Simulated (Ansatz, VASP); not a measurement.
## La2O3 in VASP and in Ansatz

Contents of INCAR:

```
PREC = Accurate
ENCUT = 600
EDIFF = 1E-6
ISMEAR = 0
SIGMA = 0.02
LREAL = F
LASPH = T
NELM = 80
ALGO = Normal
ISIF = 3
LWAVE = F
LCHARG = F
GGA = CA
IBRION = 2
NSW = 100
EDIFFG = -0.005
```

The input KPOINTS:

```
regular mesh
0
Gamma
  6 6 4
```

POSCAR

```
La2O3
1.0
    3.9307778800      0.0000000000      0.0000000000
   -1.9653889400      3.4041535000      0.0000000000
    0.0000000000      0.0000000000      6.1119535200
La O
2 3
Direct
    0.6666666700      0.3333333300      0.7537643200
    0.3333333300      0.6666666700      0.2462356800
    0.6666666700      0.3333333300      0.3541093500
    0.3333333300      0.6666666700      0.6458906500
    0.0000000000      0.0000000000      0.0000000000
```

Input for Ansatz:

```yaml
crystal:
  lattice:
    - [3.93077788, 0.0, 0.0]
    - [-1.96538894, 3.4041535, 0.0]
    - [0.0, 0.0, 6.11195352]
  atoms:
    - { symbol: La, position: [0.66666667, 0.33333333, 0.75376432] }
    - { symbol: La, position: [0.33333333, 0.66666667, 0.24623568] }
    - { symbol: O, position: [0.66666667, 0.33333333, 0.35410935] }
    - { symbol: O, position: [0.33333333, 0.66666667, 0.64589065] }
    - { symbol: O, position: [0.0, 0.0, 0.0] }
basis:
  ecutwfc: 420
kpoints:
  mp_grid: { grid: [6, 6, 4] }
hamiltonian:
  xc: lda
scf:
  occupations: { method: gaussian, width: 0.02 }
output:
  forces: true
  stress: true
  eigenvalues: true
  write_density: true
  write_potential: true
  elf: true
  volumetric_format: npy
relax:
  adjacent_minimum: "off"
  f_tol: 0.005
  max_steps: 80
  cell: { stress_tol: 0.05 }
```

The cell is a database's computed one.

Alike in both runs: task relaxation of cell and atoms; functional LDA; k mesh 6 × 6 × 4; occupations gaussian, width 0.02 eV; no spin polarisation.

|  | VASP | Ansatz |
| --- | --- | --- |
| version | VASP 6.6.1 | Ansatz 0.2.0 |
| potentials or method | VASP PAW LDA potentials, release 64 (La, O) | scalar-relativistic, plane waves, PAW |
| plane-wave cutoff (eV) | 600 | 420 |
| valence electrons in the cell | 40 | 40 |

Ansatz gave:

* gap on the k mesh at the Fermi level, each at its own relaxed structure (eV): 3.74
* relaxed volume (Å³/atom): 15.54
* relaxed cell length with the largest relative difference (Å): 5.952
* energy change over the relaxation (meV/atom): -16

Problem. What did VASP give for the same quantities?

Solution. gap on the k mesh at the Fermi level, each at its own relaxed structure (eV): 3.74; relaxed volume (Å³/atom): 15.51; relaxed cell length with the largest relative difference (Å): 5.943; energy change over the relaxation (meV/atom): -17.

Caveats: spin-orbit coupling is left out, which moves the levels of the heavy elements. A k mesh can miss the band edges.
